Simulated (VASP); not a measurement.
Input of a VASP 6.6.1 run:

File INCAR:

```
SYSTEM = ZnS
  PREC = Accurate
  ENCUT = 520
  EDIFF = 1E-7
  ISMEAR = 0
  SIGMA = 0.02
  LREAL = .False.
  LASPH = .True.
  NELM = 80
  ALGO = Fast
  ISIF = 2
  LWAVE = .False.
  LCHARG = .False.
  GGA = PE
```

KPOINTS

```
Automatic mesh
0
Gamma
  2 2 2
  0 0 0
```

The input POSCAR:

```
ZnS                                     
1.0
    0.0000000000      2.7949418833      2.7949418833
    2.7949418833      0.0000000000      2.7949418833
    2.7949418833      2.7949418833      0.0000000000
  Zn              S             
     1     1
Direct
     0.2500000000000000    0.2500000000000000    0.2500000000000000
     1.0000000000000000    1.0000000000000000    1.0000000000000000
```

KPOINTS_OPT

```
path GXWKGLUWLK,UX
10
line-mode
reciprocal
 0.0000000000  0.0000000000  0.0000000000  G
 0.5000000000  0.0000000000  0.5000000000  X

 0.5000000000  0.0000000000  0.5000000000  X
 0.5000000000  0.2500000000  0.7500000000  W

 0.5000000000  0.2500000000  0.7500000000  W
 0.3750000000  0.3750000000  0.7500000000  K

 0.3750000000  0.3750000000  0.7500000000  K
 0.0000000000  0.0000000000  0.0000000000  G

 0.0000000000  0.0000000000  0.0000000000  G
 0.5000000000  0.5000000000  0.5000000000  L

 0.5000000000  0.5000000000  0.5000000000  L
 0.6250000000  0.2500000000  0.6250000000  U

 0.6250000000  0.2500000000  0.6250000000  U
 0.5000000000  0.2500000000  0.7500000000  W

 0.5000000000  0.2500000000  0.7500000000  W
 0.5000000000  0.5000000000  0.5000000000  L

 0.5000000000  0.5000000000  0.5000000000  L
 0.3750000000  0.3750000000  0.7500000000  K

 0.6250000000  0.2500000000  0.6250000000  U
 0.5000000000  0.0000000000  0.5000000000  X
```

Potentials or basis: VASP PAW PBE potentials, release 64 (Zn, S).

Command:

```sh
$ cat potpaw_PBE.64/Zn/POTCAR potpaw_PBE.64/S/POTCAR > POTCAR
$ mpirun -np 1 vasp_std > vasp.out
```

Task: Estimate the band gap along the path.

Result: 1.53 eV, direct.

Task: Estimate the band gap on the k mesh.

Result: 1.53 eV, direct.

Task: Predict the pressure.

Result: 0.0 GPa.

Levels at the corners of the path, in eV from the valence-band top:
```tsv
point	band 5	band 6	band 7	band 8	band 9	band 10	band 11	band 12	band 13
Γ	-6.02	-6.02	0.00	0.00	0.00	1.53	6.20	6.20	6.20
X	-5.96	-5.82	-4.36	-1.93	-1.93	3.41	3.85	10.31	11.12
X	-5.96	-5.82	-4.36	-1.93	-1.93	3.41	3.85	10.31	11.12
W	-6.04	-5.69	-4.28	-2.43	-2.36	5.45	5.59	7.41	8.16
W	-6.04	-5.69	-4.28	-2.43	-2.36	5.45	5.59	7.41	8.16
K	-5.99	-5.72	-4.32	-2.74	-1.57	3.98	5.61	9.08	9.31
K	-5.99	-5.72	-4.32	-2.74	-1.57	3.98	5.61	9.08	9.31
Γ	-6.02	-6.02	0.00	0.00	0.00	1.53	6.20	6.20	6.20
Γ	-6.02	-6.02	0.00	0.00	0.00	1.53	6.20	6.20	6.20
L	-5.99	-5.84	-4.79	-0.75	-0.75	2.91	6.73	6.73	8.42
L	-5.99	-5.84	-4.79	-0.75	-0.75	2.91	6.73	6.73	8.42
U	-5.99	-5.72	-4.32	-2.74	-1.57	3.98	5.61	9.08	9.31
U	-5.99	-5.72	-4.32	-2.74	-1.57	3.98	5.61	9.08	9.31
W	-6.04	-5.69	-4.28	-2.43	-2.36	5.45	5.59	7.41	8.16
W	-6.04	-5.69	-4.28	-2.43	-2.36	5.45	5.59	7.41	8.16
L	-5.99	-5.84	-4.79	-0.75	-0.75	2.91	6.73	6.73	8.42
L	-5.99	-5.84	-4.79	-0.75	-0.75	2.91	6.73	6.73	8.42
K	-5.99	-5.72	-4.32	-2.74	-1.57	3.98	5.61	9.08	9.31
U	-5.99	-5.72	-4.32	-2.74	-1.57	3.98	5.61	9.08	9.31
X	-5.96	-5.82	-4.36	-1.93	-1.93	3.41	3.85	10.31	11.12
```

Caveat: the k mesh is coarse (spacing up to 0.97 Å⁻¹), so the values aren't converged. PBE gaps usually lie below the measured ones, often by a third to a half.
